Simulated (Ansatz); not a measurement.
## ZnS: computed properties

These are results of DFT PBE, scalar-relativistic, plane waves, PAW (Ansatz 0.2.0), not measurements.

Plane waves to 420 eV, a k mesh through Γ of 12×12×6 on the computed 4-atom cell and Gaussian smearing (0.02 eV); no spin polarisation.

The structure is relaxed at this level of theory with its symmetry kept.

The structure is hexagonal, space group P6_3mc (No. 186). The conventional cell has a = 3.845 Å, b = 3.845 Å, c = 6.305 Å, α = 90.00°, β = 90.00°, γ = 120.00°. Zn (site symmetry 3m) has 4 S at 2.36 Å as nearest neighbours. S (site symmetry 3m) has 4 Zn at 2.36 Å as nearest neighbours.

| Quantity | Value |
| --- | --- |
| Volume per atom | 20.19 Å³ |
| Formation energy from the elements' standard states (uncorrected) | -0.819 eV/atom |
| Kohn–Sham band gap | 2.08 eV, direct at Γ |
| Löwdin character of the top 1 eV of the valence band | S 3p 88 %, Zn 3d 8 % |
| Löwdin character of the lowest 1 eV of the conduction band | Zn 4s 57 %, S 3s 27 %, S 3p 15 % |
| Electron masses at the edge by Cartesian direction of the standard setting (m_e; degenerate bands sorted by energy; no spin-orbit coupling) | x: 0.18; y: 0.18; z: 0.16 |
| Hole masses at the edge by Cartesian direction of the standard setting (m_e; degenerate bands sorted by energy; no spin-orbit coupling) | x: 1.6, 0.17; y: 1.6, 0.17; z: 1.6, 1.6 |
| Bulk modulus | 69 GPa |
| Its pressure derivative | 4.4 |
| Bader charges (e) | Zn (2 in the cell) 0.89, S (2 in the cell) -0.89 |